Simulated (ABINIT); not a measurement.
The system is TePb.

```
CELL_PARAMETERS angstrom
0.00000 3.23100 3.23100
3.23100 0.00000 3.23100
3.23100 3.23100 0.00000
ATOMIC_POSITIONS crystal
Pb 0.00000 0.00000 0.00000
Te 0.50000 0.50000 0.50000
```

Base run:

* Program: ABINIT 10.8.3 (patched build)
* Functional: AM05
* Potentials or basis: JTH PAW PBE v2.0 sp
* Cutoff: 408 eV
* k mesh: 7 × 7 × 7
* Occupations: fermi-dirac, width 0.05 eV
* Spin: no spin polarisation

Its results: pressure 0.1 GPa.

Problem. The run is repeated on the same cell with these changes: functional from AM05 to PW91. What comes out?

Solution. Pressure 2.0 GPa.

PW91 binds less tightly than AM05, so the same cell stands under more pressure.

Caveats: the PAW data sets were made with another functional, which shifts forces and pressure a little; this set keeps more shells in the core, which shifts pressures and gaps.
